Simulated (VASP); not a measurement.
Wanted: the native input for a VASP 6.6.1 run.

* Task: relaxation of cell and atoms
* Functional: PBE
* Potentials or basis: VASP PAW PBE potentials, release 64 (Hg)
* Cutoff: 600 eV
* k mesh: 15 × 15 × 15
* Occupations: fermi-dirac, width 0.05 eV
* Spin: no spin polarisation
* Dipole correction: no
* Further INCAR settings: ALGO = Fast; EDIFF = 1e-07; IBRION = 2; EDIFFG = -0.005; NSW = 45; ISIF = 3

The structure of Hg lies in POSCAR:

```
Hg
1.0
   -1.9468057421      1.9468057421      1.9468057421
    1.9468057421     -1.9468057421      1.9468057421
    1.9468057421      1.9468057421     -1.9468057421
Hg
1
Direct
    0.0000000000      0.0000000000      0.0000000000
```

One way to write it, as run:

INCAR

```
SYSTEM = Hg
ALGO     = Fast           ! electronic algorithm
EDIFF    = 1E-7           ! SCF threshold, eV
EDIFFG   = -0.005         ! ionic threshold
ENCUT    = 600            ! plane-wave cutoff, eV
GGA      = PE             ! functional
IBRION   = 2              ! ionic algorithm
ISIF     = 3              ! what is computed and relaxed
ISMEAR   = -1             ! smearing method
LASPH    = .True.         ! aspherical terms in the spheres
LCHARG   = .False.        ! write CHGCAR
LREAL    = .False.        ! projectors in reciprocal space
LWAVE    = .False.        ! write WAVECAR
NELM     = 100            ! most SCF steps
NSW      = 45             ! ionic steps
PREC     = Accurate       ! precision mode
SIGMA    = 0.05           ! smearing width, eV
```

KPOINTS

```
k-points
0
Gamma
  15 15 15
  0 0 0
```

Potentials or basis: VASP PAW PBE potentials, release 64 (Hg).

Command:

```sh
$ cat potpaw_PBE.64/Hg/POTCAR > POTCAR
$ mpirun -np 1 vasp_std > vasp.out
```

Results of the run:

| Property | Result |
| --- | --- |
| Relaxed volume | 29.74 Å³/atom |
| Relaxed cell | a = 3.381 Å, b = 3.381 Å, c = 3.381 Å, α = 109.47°, β = 109.47°, γ = 109.47° |
| Space group after relaxing (to 0.05 Å) | Im-3m (No. 229) |
| Energy gained by relaxing | 0.1 meV/atom |
| Ionic steps | 3 |
| Pressure after relaxing | 0.0 GPa |
| Band gap on the k mesh | none (metal or under the smearing width) |

Wall time 66 s on 1 thread of AMD EPYC 7R13 Processor (Zen 3), with other jobs on the host, peak memory 0.16 GiB.
